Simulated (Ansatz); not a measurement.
LiCl built on the CsCl prototype, relaxed with r2SCAN in Ansatz 0.2.0. The symmetry is Pm-3m (No. 221, cubic); a = 3.271 Å in the conventional setting, 17.50 Å³ an atom. Li has 8 Cl at 2.83 Å; Cl has 8 Li at 2.83 Å.

The axes x, y and z are those of this cell:
```
Li Cl
1.0
     3.27112    0.00000    0.00000
     0.00000    3.27112    0.00000
     0.00000    0.00000    3.27112
Li Cl
1 1
Direct
  0.00000 0.00000 0.00000
  0.50000 0.50000 0.50000
```

Unstrained: The PBE gap is indirect, 4.420 eV (M to Γ), below the direct gap of 5.190 eV at M. With r2SCAN the valence top lies at M and the conduction bottom at Γ, 5.250 eV higher; the smallest vertical gap, at M, is 5.817 eV. HSE06 gives an indirect gap of 5.680 eV, from M to Γ; the least direct gap is 6.421 eV at M. Meshes: PBE 8×8×8, r2SCAN 8×8×8, HSE06 6×6×6. Strains are changes of length per length. After each strain the atoms were relaxed again with r2SCAN within the symmetry that the strain leaves, so tilts or polar shifts that break it weren't tested; points keep the names that they have in the unstrained zone. These are computed values for a spin-unpolarised cell that may be hypothetical; none is a measurement.

**Question.** One strain changed the r2SCAN stress by xx -4.26, yy -4.26, zz +0.93 GPa (compression positive) and the gap by -0.620 eV (PBE), -0.661 eV (r2SCAN), -0.643 eV (HSE06). Which kind of strain was it, and roughly how large?

**Answer.** Biaxial +4.98 % in x and y, z held. The pattern of the stress gives the kind; the size needs the stiffness, so it is an estimate.

**Question.** Apply isotropic +1.76 % on every length. How far does the gap move, against the unstrained cell?

**Answer.** PBE: the gap goes from 4.420 to 4.224 eV (-0.196 eV). r2SCAN: the gap goes from 5.250 to 5.039 eV (-0.211 eV). HSE06: the gap goes from 5.680 to 5.474 eV (-0.206 eV). The r2SCAN energy rises by 4.8 meV an atom.

The meshes of the hybrids are coarse, so their gaps aren't converged to the digits shown.
